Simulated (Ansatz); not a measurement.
Li3N:
```cif
data_Li3N
_chemical_formula_sum 'Li3 N1'
_space_group_name_H-M_alt 'P 1'
_space_group_IT_number 1
_cell_length_a 3.60998
_cell_length_b 3.60998
_cell_length_c 3.85518
_cell_angle_alpha 90.000
_cell_angle_beta 90.000
_cell_angle_gamma 120.000
loop_
_space_group_symop_operation_xyz
  'x, y, z'
loop_
_atom_site_label
_atom_site_type_symbol
_atom_site_fract_x
_atom_site_fract_y
_atom_site_fract_z
_atom_site_occupancy
Li1 Li 0.00000 0.00000 0.50000 1
Li2 Li 0.33333 0.66667 0.00000 1
Li3 Li 0.66667 0.33333 0.00000 1
N1 N 0.00000 0.00000 0.00000 1
```

This is the r²SCAN-relaxed structure.

All from DFT-r²SCAN in the program Ansatz with PAW potentials, unless another level is named. Give the smallest direct gap on the standard path.

1.69 eV.

What about the HSE06 gap on the r²SCAN cell?

2.00 eV.

Give the band gap.

1.48 eV (indirect).

Space group P6/mmm. Symmetry was held in the r²SCAN relaxation; phonons on a q-mesh show weakly imaginary modes.

Potentials: the later of the program's two PAW sets.
